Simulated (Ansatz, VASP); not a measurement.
**Two plane-wave programs on BN**

```xyz
2
Lattice="2.4480 0.0000 0.0000 -1.2240 2.1200 0.0000 0.0000 0.0000 26.0000" Properties=species:S:1:pos:R:3 pbc="T T T"
B     0.0000    0.0000   13.2855
N     1.2240    0.7067   12.7145
```

Alike in both runs: task single point; functional PBE; dispersion D3(BJ); k mesh 12 × 12 × 1; occupations gaussian, width 0.02 eV; no spin polarisation.

|  | VASP | Ansatz |
| --- | --- | --- |
| version | VASP 6.6.1 | Ansatz 0.2.0 |
| potentials or method | VASP PAW PBE potentials, release 64 (B, N) | scalar-relativistic, plane waves, PAW |
| plane-wave cutoff (eV) | 520 | 420 |
| valence electrons in the cell | 8 | 8 |

VASP gave:

| Property | Result |
| --- | --- |
| gap on the k mesh at the Fermi level (eV) | 1.00 |
| least direct gap on the mesh (eV) | 1.00 |
| rms of the force components (eV/Å) | 4.776 |

Q: Which values does Ansatz return?

A: gap on the k mesh at the Fermi level (eV): 0.99; least direct gap on the mesh (eV): 0.99; rms of the force components (eV/Å): 4.786.

Atom by atom the forces differ by 0.010 eV/Å (rms over components).

A hybrid or GW would open this gap; PBE tends to underestimate it.
